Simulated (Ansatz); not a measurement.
Ga2O3:

```
Ga O
1.0
     6.10700   -1.51855    0.00000
     6.10700    1.51855    0.00000
    -1.38599    0.00000    5.63001
Ga O
4 6
Direct
  0.34134 0.34134 0.68598
  0.65866 0.65866 0.31402
  0.90950 0.90950 0.20540
  0.09050 0.09050 0.79460
  0.50410 0.50410 0.74340
  0.49590 0.49590 0.25660
  0.82670 0.82670 0.43680
  0.17330 0.17330 0.56320
  0.83550 0.83550 0.89020
  0.16450 0.16450 0.10980
```

```yaml
Program: Ansatz 0.2.0
Task: relaxation of cell and atoms
Functional: BLYP
Potentials_or_basis: Ansatz PAW
Cutoff: "420 eV (not typed: the program's choice for these potentials)"
k_mesh: 9 × 9 × 5
Occupations: fermi-dirac, width 0.05 eV
Spin: no spin polarisation
```

At the start: volume 10.44 Å³/atom.

Task: How do energy, volume and symmetry change on relaxing?

Result: It ends after 9 steps and the volume is 11.28 Å³/atom (+8.1 %); space group C2/m (No. 12, to 0.05 Å).

The path:
| step | energy change (eV) | largest force (eV/Å) | volume (Å³) |
| --- | --- | --- | --- |
| 1 | 0.0000 | 0.2659 | 104.42 |
| 2 | -0.2451 | 0.1690 | 109.17 |
| 3 | -0.2811 | 0.0362 | 111.96 |
| 4 | -0.2808 | 0.0233 | 112.25 |
| 5 | -0.2811 | 0.0091 | 112.22 |
| 6 | -0.3444 | 0.0115 | 112.22 |
| 7 | -0.3428 | 0.0039 | 112.79 |
| 8 | -0.3425 | 0.0021 | 112.83 |
| 9 | -0.3460 | 0.0023 | 112.83 |

Final structure:
```
Ga O
1.0
     6.29476   -1.55592    0.01200
     6.29476    1.55592    0.01200
    -1.41754    0.00000    5.75758
Ga O
4 6
Direct
  0.34188 0.34188 0.68673
  0.65812 0.65812 0.31327
  0.91058 0.91058 0.20635
  0.08942 0.08942 0.79365
  0.50429 0.50429 0.74230
  0.49571 0.49571 0.25770
  0.82569 0.82569 0.43370
  0.17431 0.17431 0.56630
  0.83881 0.83881 0.89137
  0.16119 0.16119 0.10863
```

Caveat: the plane-wave basis is chosen anew once the cell has moved, so the energies of steps on either side of that aren't comparable; the pressure holds a Pulay correction of +0.9 GPa for the finite cutoff; the PAW data sets come from PBE, with cores solved anew for the run's functional, which leaves a small shift of forces and pressure.
